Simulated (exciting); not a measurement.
Set up this calculation in exciting (release sodium), as the native input.

- Task: single point
- Functional: PBEsol
- Potentials or basis: all-electron LAPW+lo, shipped species files, valence relativity iora*
- rgkmax: 9
- k mesh: 12 × 12 × 12
- Occupations: gaussian, width 0.1 eV
- Spin: no spin polarisation
- outputlevel: low
- gmaxvr (cutoff of density and potential): 14 1/bohr
- lmaxapw (and lmaxmat): 10
- lmaxvr: 8
- nempty: 8
- Valence relativity: iora*
- epsengy: 1e-05 Ha
- epspot: 1e-05 Ha
- maxscl: 60
- Muffin-tin radii: Zn 2.0 bohr

The system is Zn.

```
Zn
1.0
     0.00000    1.96478    1.96478
     1.96478    0.00000    1.96478
     1.96478    1.96478    0.00000
Zn
1
Direct
  0.00000 0.00000 0.00000
```

This isn't the form of Zn at room conditions, which is hcp.

These files were run (other wordings do the same):

input.xml

```xml
<input>
  <title>Zn</title>
  <structure speciespath="./" tshift="false">
    <crystal scale="1">
      <basevect>0.000000000000 3.712888536238 3.712888536238</basevect>
      <basevect>3.712888536238 0.000000000000 3.712888536238</basevect>
      <basevect>3.712888536238 3.712888536238 0.000000000000</basevect>
    </crystal>
    <species speciesfile="Zn.xml" rmt="2">
      <atom coord="0.000000000000 0.000000000000 0.000000000000"/>
    </species>
  </structure>
  <groundstate do="fromscratch" ngridk="12 12 12" rgkmax="9" gmaxvr="14" lmaxapw="10" lmaxmat="10" lmaxvr="8" xctype="GGA_PBE_SOL" stype="Gaussian" swidth="0.00367493" nempty="8" ValenceRelativity="iora*" epsengy="1e-05" epspot="1e-05" maxscl="60" tforce="true" outputlevel="low"/>
</input>
```

Potentials or basis: all-electron LAPW+lo, shipped species files, valence relativity iora*.

The run is started by

```sh
$ OMP_NUM_THREADS=1 exciting_smp
```

Results of the run:

```
Band gap on the k mesh               : none (metal or under the smearing width)
Density of states at the Fermi level : 0.38 states/eV per cell
```

Caveat: the log's total energy holds no entropy term; the free energy is that total less TS from the occupations.

Run time: 45 s on 1 thread of Arm Neoverse N1, with other jobs on the host, peak memory 0.09 GiB.
